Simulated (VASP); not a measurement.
Wanted: the native input for a VASP 6.6.1 run.

* Task: single point
* Functional: PBE
* Potentials or basis: VASP PAW PBE potentials, release 64 (Yb)
* Cutoff: 520 eV
* k mesh: 14 × 14 × 14
* Occupations: gaussian, width 0.05 eV
* Spin: no spin polarisation
* Dipole correction: no
* Further INCAR settings: ALGO = Normal; EDIFF = 1e-07; NBANDS = 18

The structure of Yb lies in POSCAR:

```
Yb
1.0
   -2.0916188314      2.0916188314      2.0916188314
    2.0916188314     -2.0916188314      2.0916188314
    2.0916188314      2.0916188314     -2.0916188314
Yb
1
Direct
    0.0000000000      0.0000000000      0.0000000000
```

The cell was built by a generator and needn't be a form met in nature.

One way to write it, as run:

INCAR

```
  PREC = Accurate
  ENCUT = 520
  EDIFF = 1E-7
  ISMEAR = 0
  SIGMA = 0.05
  LREAL = False
  LASPH = True
  NELM = 100
  ALGO = Normal
  ISIF = 2
  LWAVE = False
  LCHARG = True
  GGA = PE
  LELF = True
  LVHAR = True
  NBANDS = 18
```

KPOINTS

```
regular mesh
0
Gamma
  14 14 14
```

Potentials or basis: VASP PAW PBE potentials, release 64 (Yb).

Run with:

```sh
$ cat potpaw_PBE.64/Yb/POTCAR > POTCAR
$ mpirun -np 1 vasp_std > vasp.out
```

Results of the run:

| Item | Value |
| --- | --- |
| Pressure | -1.4 GPa |
| Band gap on the k mesh | none (metal or under the smearing width) |

Run time: 95 s on 1 thread of Intel(R) Xeon(R) Platinum 8559C (Emerald Rapids), on a shared host, peak memory 0.22 GiB.
